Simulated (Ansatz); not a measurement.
## ZnO (rocksalt): gap against strain (uniaxial along [111], other directions held)

ZnO in the rocksalt structure, relaxed with r2SCAN in the PAW code Ansatz, then strained (uniaxial along [111], other directions held; changes of length per length, axes as in the cell below) with the atoms relaxed again within the symmetry that is left. It is cubic, Fm-3m (No. 225); a = 4.268 Å in the conventional setting, 9.72 Å³ an atom. Around Zn lie 6 O at 2.13 Å; around O lie 6 Zn at 2.13 Å. No spin polarisation. The prototype was imposed, so other structures may be more stable.

```
CELL_PARAMETERS angstrom
0.00000 2.13377 2.13377
2.13377 0.00000 2.13377
2.13377 2.13377 0.00000
ATOMIC_POSITIONS crystal
Zn 0.00000 0.00000 0.00000
O 0.50000 0.50000 0.50000
```

Gaps are the least over each mesh (PBE 10×10×10, r2SCAN 10×10×10, HSE06 8×8×8 when unstrained) and the special points, which keep their unstrained names; stress is the change from the unstrained cell, compression positive.

```csv
strain (%),"gap, PBE (eV)","gap, r2SCAN (eV)","gap, HSE06 (eV)","edges, HSE06","stress along the strain, r2SCAN (GPa)","energy rise, r2SCAN (meV/atom)"
-3.38,1.088,1.717,2.917,L → Γ,+11.31,11.4
-2.49,1.051,1.677,2.870,L → Γ,+8.23,6.1
0.0,0.950,1.567,2.739,L → Γ,0.00,0.0
+4.13,0.707,1.313,2.429,L → Γ,-12.52,16.0
+4.98,0.653,1.257,2.361,L → Γ,-14.93,23.0
```

Question: Estimate the row for a strain of -3.14 %.

Answer:
```csv
strain (%),"gap, PBE (eV)","gap, r2SCAN (eV)","gap, HSE06 (eV)","edges, HSE06","stress along the strain, r2SCAN (GPa)","energy rise, r2SCAN (meV/atom)"
-3.14,1.078,1.706,2.904,L → Γ,+10.47,9.8
```

Between zero and the nearest strains the slope of the HSE06 gap against strain is -0.053 eV per percent for negative and -0.075 for positive strain.

The meshes of the hybrids are coarse, so their gaps aren't converged to the digits shown.
